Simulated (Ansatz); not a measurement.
**Al2Au: band structure with r2SCAN**

The system is Al2Au.

```xyz
3
Lattice="0.0000 3.0000 3.0000 3.0000 0.0000 3.0000 3.0000 3.0000 0.0000" Properties=species:S:1:pos:R:3 pbc="T T T"
Au    0.0000    0.0000    0.0000
Al    4.5000    4.5000    4.5000
Al    1.5000    1.5000    1.5000
```

```yaml
Program: Ansatz 0.2.0
Task: band structure
Functional: r2SCAN
Potentials_or_basis: Ansatz PAW
Cutoff: "500 eV (not typed: the program's choice for these potentials)"
k_mesh: 8 × 8 × 8
Occupations: fermi-dirac, width 0.05 eV
Spin: no spin polarisation
Path: "[[\"G\", \"X\", \"W\", \"K\", \"G\", \"L\", \"U\", \"W\", \"L\", \"K\"], [\"U\", \"X\"]]"
Points_for_each_segment_of_the_path: 14
```

| Quantity | Value |
| --- | --- |
| Pressure | 0.5 GPa |
| Band gap on the k mesh | none (metal or under the smearing width) |

Levels at the corners of the path, in eV from the Fermi level:
| point | band 9 | band 10 | band 11 | band 12 | band 13 | band 14 | band 15 | band 16 | band 17 | band 18 |
| --- | --- | --- | --- | --- | --- | --- | --- | --- | --- | --- |
| Γ | -5.96 | -5.96 | 2.88 | 3.03 | 3.03 | 3.03 | 4.18 | 4.18 | 4.18 | 6.26 |
| X | -6.09 | -5.63 | -5.32 | -2.28 | -2.28 | 1.57 | 2.37 | 7.97 | 10.64 | 10.64 |
| W | -6.09 | -5.50 | -4.22 | -4.22 | -2.31 | 4.48 | 4.48 | 5.61 | 5.68 | 10.05 |
| K | -5.92 | -5.85 | -4.83 | -3.57 | -1.49 | 2.15 | 4.73 | 6.37 | 8.45 | 8.75 |
| Γ | -5.96 | -5.96 | 2.88 | 3.03 | 3.03 | 3.03 | 4.18 | 4.18 | 4.18 | 6.26 |
| L | -5.82 | -5.82 | -5.75 | 0.31 | 0.31 | 3.79 | 4.07 | 4.10 | 4.10 | 9.34 |
| U | -5.92 | -5.85 | -4.83 | -3.57 | -1.49 | 2.15 | 4.73 | 6.37 | 8.45 | 8.75 |
| W | -6.09 | -5.50 | -4.22 | -4.22 | -2.31 | 4.48 | 4.48 | 5.61 | 5.68 | 10.05 |
| L | -5.82 | -5.82 | -5.75 | 0.31 | 0.31 | 3.79 | 4.07 | 4.10 | 4.10 | 9.34 |
| K | -5.92 | -5.85 | -4.83 | -3.57 | -1.49 | 2.15 | 4.73 | 6.37 | 8.45 | 8.75 |
| U | -5.92 | -5.85 | -4.83 | -3.57 | -1.49 | 2.15 | 4.73 | 6.37 | 8.45 | 8.75 |
| X | -6.09 | -5.63 | -5.32 | -2.28 | -2.28 | 1.57 | 2.37 | 7.97 | 10.64 | 10.64 |

Wall time 4.3 s on 2 threads of Intel(R) Xeon(R) Platinum 8488C (Sapphire Rapids), on a shared host, peak memory 0.54 GiB.

Caveat: spin-orbit coupling is left out, which moves the levels of the heavy elements; the PAW data sets come from PBE, with cores solved anew for the run's functional, which leaves a small shift of forces and pressure.
